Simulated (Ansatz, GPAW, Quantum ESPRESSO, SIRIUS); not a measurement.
**One calculation of BaTiO3, 4 ways**

```
Ba Ti O
1.0
     2.82737    1.63238    2.31839
    -2.82737    1.63238    2.31839
     0.00000   -3.26476    2.31839
Ba Ti O
1 1 3
Direct
  0.00000 0.00000 0.00000
  0.48450 0.48450 0.48450
  0.50860 0.01750 0.50860
  0.01750 0.50860 0.50860
  0.50860 0.50860 0.01750
```

Alike in all runs: task single point; functional PBEsol; k mesh 7 × 7 × 7; occupations fermi-dirac, width 0.05 eV; no spin polarisation; no spin-orbit coupling. Pressure is positive in compression and, in plane waves, holds the error of the finite cutoff.

```
                           program and potentials  plane-wave cutoff (eV)  notes  pressure (GPa)  largest force (eV/Å)
GPAW, PAW data sets generated for this functional                     800      -            0.30                 0.204
                Quantum ESPRESSO, GBRV 1.5 PBEsol                     612      -           -0.21                 0.130
    SIRIUS, all-electron FP-LAPW, apw+lo standard                       -      -               -                 0.145
   Ansatz, all-electron LAPW, scalar-relativistic                       -      -           -1.25                 0.144
```

Force on atom 2 (Ti), eV/Å:

```json
{"program and potentials": "GPAW, PAW data sets generated for this functional", "x": "0.000", "y": "0.000", "z": "0.204"}
{"program and potentials": "Quantum ESPRESSO, GBRV 1.5 PBEsol", "x": "0.000", "y": "0.000", "z": "0.098"}
{"program and potentials": "SIRIUS, all-electron FP-LAPW, apw+lo standard", "x": "0.000", "y": "0.000", "z": "0.064"}
{"program and potentials": "Ansatz, all-electron LAPW, scalar-relativistic", "x": "0.000", "y": "0.000", "z": "0.066"}
```

The pressure spans -1.25 (Ansatz, all-electron LAPW, scalar-relativistic) to 0.30 GPa (GPAW, PAW data sets generated for this functional), with all-electron results at -1.25.

Differences between rows come from potentials, basis sets and numerical settings, since the functional is the same but for its coding. Runs on potential files found faulty are left out.
